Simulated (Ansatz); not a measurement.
# CuO under changes of volume

One of the cells (11.053 Å³/atom); the others are scaled copies at fixed shape and fractional positions:

```
Cu O
1.0
     1.99097   -2.15355    0.00000
     1.99097    2.15355    0.00000
     0.00000    0.00000    5.15593
Cu O
2 2
Direct
  0.50000 0.00000 0.00000
  0.00000 0.50000 0.50000
  0.50000 0.50000 0.25000
  0.50000 0.50000 0.75000
```

Measurements of this composition are mostly on another form, of space group No. 15.

- Program: Ansatz 0.2.0
- Functional: PBE
- Potentials or basis: all-electron LAPW, scalar-relativistic
- Cutoff: 439 eV (chosen from the basis error)
- Basis error allowed: 0.001 eV/atom
- k mesh: 9 × 9 × 5
- Occupations: fermi-dirac, width 0.05 eV
- Spin: no spin polarisation

| volume (Å³/atom) | energy over the lowest point (meV/atom) | pressure (GPa) |
| --- | --- | --- |
| 10.390 | 27.93 | 12.7 |
| 10.611 | 13.34 | 8.5 |
| 10.832 | 4.22 | 4.8 |
| 11.053 | 0.00 | 1.4 |
| 11.274 | 0.16 | -1.6 |
| 11.496 | 4.22 | -4.2 |
| 11.717 | ? | ? |

Q: What does the run at 11.717 Å³/atom give?

A: Energy over the lowest point 11.76 meV/atom; pressure -6.6 GPa.

Worked out: A Birch-Murnaghan fit of order 3 (a polynomial in V^(-2/3)) to the other rows has its minimum at 11.15 Å³/atom with B0 = V·E''(V) = 151 GPa and B' = 4.7 at fixed shape and positions, which overstates the stiffness. It gives 11.76 meV/atom at 11.717 Å³/atom, against the run's 11.76, and -dE/dV = -6.6 GPa, against -6.6.

Energies are extrapolated to zero smearing.

Caveats: the run has no spin polarisation, though such a crystal can be magnetic.
